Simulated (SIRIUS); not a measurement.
# TaN (P-6m2) in SIRIUS: reference runs

Reference runs on TaN: the cell as given.

Program: SIRIUS 7.10.0. These are calculated values, not measurements. Logs are shortened: lines on timing, memory, paths and dates and some standing lists are left out, and cuts for length are marked. The log counts tension as positive stress, the text compression.

### Step 1. Starting point

It takes space group P-6m2 (No. 187, hexagonal). The conventional cell has a = 2.938 Å, b = 2.938 Å, c = 2.883 Å, α = 90.00°, β = 90.00°, γ = 120.00°. Around Ta (site symmetry -6m2) lie 6 N at 2.23 Å. N (site symmetry -6m2) is surrounded by 6 Ta at 2.23 Å.

### Step 2. Single point, PBEsol

Contents of sirius.json:

```json
{
  "control": {
    "processing_unit": "cpu",
    "verbosity": 2,
    "num_bands_to_print": 16,
    "print_forces": true,
    "print_stress": true
  },
  "parameters": {
    "electronic_structure_method": "pseudopotential",
    "xc_functionals": ["XC_GGA_X_PBE_SOL", "XC_GGA_C_PBE_SOL"],
    "gk_cutoff": 9.2,
    "pw_cutoff": 18.4,
    "ngridk": [10, 10, 9],
    "shiftk": [0, 0, 0],
    "smearing": "fermi_dirac",
    "smearing_width": 0.0018374661,
    "num_bands": 16,
    "num_mag_dims": 0,
    "num_dft_iter": 100,
    "energy_tol": 1e-08,
    "density_tol": 1e-06
  },
  "iterative_solver": {
    "type": "davidson",
    "min_tolerance": 1e-09,
    "tolerance_scale": [0.1, 0.25]
  },
  "mixer": {
    "type": "anderson",
    "beta": 0.7,
    "max_history": 8
  },
  "settings": {
    "tol_ne": 1e-10,
    "pseudo_grid_cutoff": 6.5
  },
  "unit_cell": {
    "lattice_vectors": [
      [5.552015354151, 0.0, 0.0],
      [-2.776007677075, 4.80818633886, 0.0],
      [0.0, 0.0, 5.448080417296]
    ],
    "atom_coordinate_units": "lattice",
    "atom_types": ["Ta", "N"],
    "atom_files": {
      "N": "N.json",
      "Ta": "Ta.json"
    },
    "atoms": {
      "Ta": [
        [0.0, 0.0, 0.5]
      ],
      "N": [
        [0.6666666667, 0.3333333333, 0.0]
      ]
    }
  }
}
```

Potentials or basis: PseudoDojo 0.4.1 PBEsol standard (scalar relativistic).

The run is started by

```sh
$ upf_to_json N.upf
$ upf_to_json Ta.upf
$ OMP_NUM_THREADS=1 sirius.scf --input=sirius.json --output=out.json --task=0
```

What it wrote:

```text
[info] SIRIUS version : 7.10.0
[info] number of MPI ranks           : 1
[info] MPI grid                      : 1 1
[info] maximum number of OMP threads : 1
[fft] FFT context for density and potential
[fft] =====================================
[fft]   comm size                             : 1
[fft]   plane wave cutoff                     : 18.4
[fft]   grid size                             : 36 36 36   total : 46656
[fft]   grid limits                           : -17 18   -17 18   -17 18
[fft]   number of G-vectors within the cutoff : 7648
[fft]   local number of G-vectors             : 7648
[fft]   number of G-shells                    : 818
[fft] FFT context for coarse grid
[fft] =====================================
[fft]   comm size                             : 1
[fft]   plane wave cutoff                     : 18.4
[fft]   grid size                             : 36 36 36   total : 46656
[fft]   grid limits                           : -17 18   -17 18   -17 18
[fft]   number of G-vectors within the cutoff : 7648
[fft]   local number of G-vectors             : 7648
[fft]   number of G-shells                    : 818
[unit cell] lattice vectors
[unit cell]   a1 :       5.5520153542      0.0000000000      0.0000000000
[unit cell]   a2 :      -2.7760076771      4.8081863389      0.0000000000
[unit cell]   a3 :       0.0000000000      0.0000000000      5.4480804173
[unit cell] reciprocal lattice vectors
[unit cell]   b1 :       1.1316945121      0.6533841312     -0.0000000000
[unit cell]   b2 :       0.0000000000      1.3067682624      0.0000000000
[unit cell]   b3 :       0.0000000000     -0.0000000000      1.1532842443
[unit cell] unit cell volume :       145.43718437 [a.u.^3]
[unit cell] 1/sqrt(omega)    :         0.08292057
[unit cell] MT volume        :         0.00000000 ( 0.00%)
[unit cell] IT volume        :       145.43718437 (100.00%)
[unit cell] number of atom types : 2
[unit cell] type id : 0 symbol : Ta mt_radius :  14.310000 num_atoms : 1
[unit cell] type id : 1 symbol :  N mt_radius :  10.570000 num_atoms : 1
[unit cell] total number of atoms : 2
[unit cell] number of symmetry classes : 2
[unit cell] number of PAW atoms : 0
[unit cell] atom id  type id  class id             position                      vector_field
[unit cell] ------------------------------------------------------------------------------------------
[unit cell]      0        0        0      0.00000   0.00000   0.50000      0.00000   0.00000   0.00000
[unit cell]      1        1        1      0.66667   0.33333   0.00000      0.00000   0.00000   0.00000
[unit cell] atom id         position (Cartesian, a.u.)
[unit cell] ---------------------------------------------
[unit cell]      0       0.000000    0.000000    2.724040
[unit cell]      1       2.776008    1.602729    0.000000
[unit cell] class id : 0 atom id : 0
[unit cell] class id : 1 atom id : 1
[unit cell] minimum bond length:     4.206585
[unit cell] total number of pseudo wave-functions: 14
[sym] space group number   : 187
[sym] international symbol : P-6m2
[sym] Hall symbol          : P -6 2
[sym] space group transformation matrix :
[sym]   1.0000  0.0000  0.0000
[sym]   0.0000  1.0000  0.0000
[sym]   0.0000  0.0000  1.0000
[sym] space group origin shift :
[sym]   0.0000  0.0000  0.0000
[sym] number of space group operations  : 12
[sym] number of magnetic group operations : 12
[sym] metric tensor error: 3.4919e-10
[sym] rotation matrix error: 1.3081e-11
[sym] symmetry operations
[... list of symmetry operations ...]
[atom type] label          : Ta
[atom type] --------------------------------------------------------------------------------
[atom type] symbol         : Ta
[atom type] name           :
[atom type] zn             : 13
[... 269 lines left out ...]
[find] Hartree energy of density residual : 2.815546258202e-12
[find] bands are converged : true
[find] iterative solver converged : false
[find] +------------------------------+
[find] | SCF iteration  11 out of 100|
[find] +------------------------------+
[diagonalize] iterative solver tolerance (occupied, empty): 2.04506e-09 2.04506e-09
[diagonalize] average number of iterations: 2.68571
[diagonalize] Lowest band energies
[diagonalize] ik:    0   -1.783145   -0.545247   -0.535817   -0.535817    0.081570    0.564405    0.564405    0.577689    0.624453    0.812944    0.863908    0.863908    0.879199    0.879199    1.205621    1.325955
[diagonalize] ik:    1   -1.782879   -0.544744   -0.539754   -0.536660    0.089108    0.542695    0.570104    0.588048    0.613827    0.838299    0.849706    0.865189    0.875337    0.888926    1.205611    1.340607
[diagonalize] ik:    2   -1.782179   -0.549742   -0.543423   -0.538847    0.109165    0.501281    0.584432    0.589750    0.609299    0.817973    0.865665    0.872073    0.897534    0.907685    1.207225    1.361850
[diagonalize] ik:    3   -1.781310   -0.561518   -0.541776   -0.541512    0.135009    0.462615    0.564868    0.600476    0.620675    0.815790    0.854478    0.889572    0.920008    0.948674    1.219879    1.351287
[diagonalize] ik:    4   -1.780604   -0.570636   -0.543638   -0.540433    0.157339    0.436315    0.547312    0.611568    0.611640    0.845965    0.853710    0.914292    0.923147    0.982847    1.196033    1.302730
[diagonalize] ...
[diagonalize] ik:   65   -1.778612   -0.568881   -0.566136   -0.542869    0.156719    0.461773    0.484880    0.552403    0.709920    0.879490    0.922830    0.949182    0.991612    1.104715    1.177731    1.213545
[diagonalize] ik:   66   -1.779167   -0.570876   -0.558050   -0.542715    0.161104    0.467527    0.486315    0.571968    0.673332    0.861600    0.871920    0.921135    0.968965    1.114881    1.213283    1.228821
[diagonalize] ik:   67   -1.778612   -0.568892   -0.562366   -0.546978    0.158338    0.456234    0.480803    0.573941    0.696422    0.881979    0.911242    0.950304    0.991659    1.106849    1.165042    1.220167
[diagonalize] ik:   68   -1.778400   -0.568123   -0.563869   -0.548731    0.157406    0.445929    0.483645    0.574587    0.713145    0.890254    0.924032    0.962975    0.999329    1.087729    1.158387    1.204784
[diagonalize] ik:   69   -1.778319   -0.567837   -0.560582   -0.553448    0.158048    0.435287    0.489994    0.582904    0.714254    0.894985    0.915080    0.972248    1.000826    1.076427    1.160541    1.206456
[find] Charges and magnetic moments
[find] --------------------------------------------------------------------------------
[find] total charge          : 18.000000
[find] Energy
[find] --------------------------------------------------------------------------------
[find] valence_eval_sum               :      -2.11137355
[find] <rho|V^{XC}>                   :     -13.64480226
[find] <rho|E^{XC}>                   :     -17.78234522
[find] <mag|B^{XC}>                   :       0.00000000
[find] <rho|V^{H}>                    :      15.49645085
[find] one-electron contribution      :      -3.96302214 (Ha),      -7.92604428 (Ry)
[find] hartree contribution           :       7.74822543
[find] xc contribution                :     -17.78234522
[find] ewald contribution             :     -61.51921508
[find] PAW contribution               :       0.00000000
[find] smearing (-TS)                 :      -0.00001178
[find] SCF correction                 :       0.00000246
[find] Total energy                   :     -75.51635456 (Ha),    -151.03270912 (Ry)
[find] Free energy (E-TS)             :     -75.51636634 (Ha),    -151.03273269 (Ry)
[find] band gap (eV)                  :       0.00000000
[find] Efermi                         :       0.73437689
[find] iteration : 11, RMS : 9.354611278486e-08, energy difference : 9.222844710166e-12
[find] Hartree energy of density residual : 3.843006197305e-13
[find] bands are converged : true
[find] iterative solver converged : true
[find] converged after 12 SCF iterations!
[find] Charges and magnetic moments
[find] --------------------------------------------------------------------------------
[find] total charge          : 18.000000
[find] Energy
[find] --------------------------------------------------------------------------------
[find] valence_eval_sum               :      -2.11137355
[find] <rho|V^{XC}>                   :     -13.64480226
[find] <rho|E^{XC}>                   :     -17.78234522
[find] <mag|B^{XC}>                   :       0.00000000
[find] <rho|V^{H}>                    :      15.49645085
[find] one-electron contribution      :      -3.96302214 (Ha),      -7.92604428 (Ry)
[find] hartree contribution           :       7.74822543
[find] xc contribution                :     -17.78234522
[find] ewald contribution             :     -61.51921508
[find] PAW contribution               :       0.00000000
[find] smearing (-TS)                 :      -0.00001178
[find] SCF correction                 :       0.00000246
[find] Total energy                   :     -75.51635456 (Ha),    -151.03270912 (Ry)
[find] Free energy (E-TS)             :     -75.51636634 (Ha),    -151.03273269 (Ry)
[find] band gap (eV)                  :       0.00000000
[find] Efermi                         :       0.73437689
[ground_state] === stress tensor components [kbar] ===
[ground_state] === stress_kin ===
[ground_state] -32846.957105    0.000000   -0.000000
[ground_state]     0.000000-32846.957106    0.000000
[ground_state]    -0.000000    0.000000-32280.940869
[ground_state] === stress_har ===
[ground_state] -4568.848759    0.000000   -0.000000
[ground_state]     0.000000-4568.848759   -0.000000
[ground_state]    -0.000000   -0.000000-6536.466792
[ground_state] === stress_ewald ===
[ground_state] 43129.993787   -0.000000    0.000000
[ground_state]    -0.00000043129.993788    0.000000
[ground_state]     0.000000    0.00000038189.448569
[ground_state] === stress_vloc ===
[ground_state] -2792.403966    0.000000    0.000000
[ground_state]     0.000000-2792.403966   -0.000000
[ground_state]     0.000000   -0.000000 3562.588566
[ground_state] === stress_xc ===
[ground_state] -8249.416138    0.000000    0.000000
[ground_state]     0.000000-8249.416139    0.000000
[ground_state]     0.000000    0.000000-8249.361102
[ground_state] === stress_core ===
[ground_state] 16709.284094   -0.000000    0.000000
[ground_state]    -0.00000016709.284094    0.000000
[ground_state]     0.000000    0.00000016707.347480
[ground_state] === stress_nonloc ===
[ground_state] -11331.412827    0.000000    0.000000
[ground_state]     0.000000-11331.412827    0.000000
[ground_state]     0.000000    0.000000-11338.915599
[ground_state] === stress_us_nl ===
[ground_state] -11331.412827    0.000000    0.000000
[ground_state]     0.000000-11331.412827    0.000000
[ground_state]     0.000000    0.000000-11338.915599
[ground_state] === stress_total ===
[ground_state]    50.239085   -0.000000   -0.000000
[ground_state]    -0.000000   50.239085   -0.000000
[ground_state]    -0.000000   -0.000000   53.700252
[ground_state] ==== total Forces in Ha/bohr =====
[ground_state] atom:    0, force:       0.0000000     -0.0000000      0.0000000
[ground_state] atom:    1, force:      -0.0000000      0.0000000      0.0000000
[ground_state] ==== ultrasoft contribution from Qij =====
[ground_state] atom:    0, force:       0.0000000      0.0000000      0.0000000
[ground_state] atom:    1, force:       0.0000000      0.0000000      0.0000000
[ground_state] ==== non-local contribution from Beta-projector =====
[ground_state] atom:    0, force:       0.0000000     -0.0000000      0.0000000
[ground_state] atom:    1, force:      -0.0000000      0.0000000      0.0000000
[ground_state] ==== contribution from local potential =====
[ground_state] atom:    0, force:       0.0000000      0.0000000      0.0000000
[ground_state] atom:    1, force:       0.0000000      0.0000000      0.0000000
[ground_state] ==== contribution from core density =====
[ground_state] atom:    0, force:       0.0000000      0.0000000      0.0000000
[ground_state] atom:    1, force:       0.0000000      0.0000000      0.0000000
[ground_state] ==== Ewald forces from ions =====
[ground_state] atom:    0, force:       0.0000000     -0.0000000      0.0000000
[ground_state] atom:    1, force:       0.0000000      0.0000000      0.0000000
[~DFT_ground_state] local op. applied: 31161
[~DFT_ground_state] evp. work count: 7921.39
[~DFT_ground_state] number of iterative solver steps: 2368
```

Run time: 49 s. Hardware: 1 thread of Arm Neoverse V1, shared host; peak memory 0.38 GiB.

What came out:

* Free energy: -2054.9050 eV
* Pressure: -5.1 GPa
* Band gap on the k mesh: none (metal or under the smearing width)

Stress tensor (GPa, compression positive):
```
-5.02  0.00  0.00
 0.00 -5.02  0.00
 0.00  0.00 -5.37
```

The run has no spin-orbit coupling, so splittings on Ta are missing.
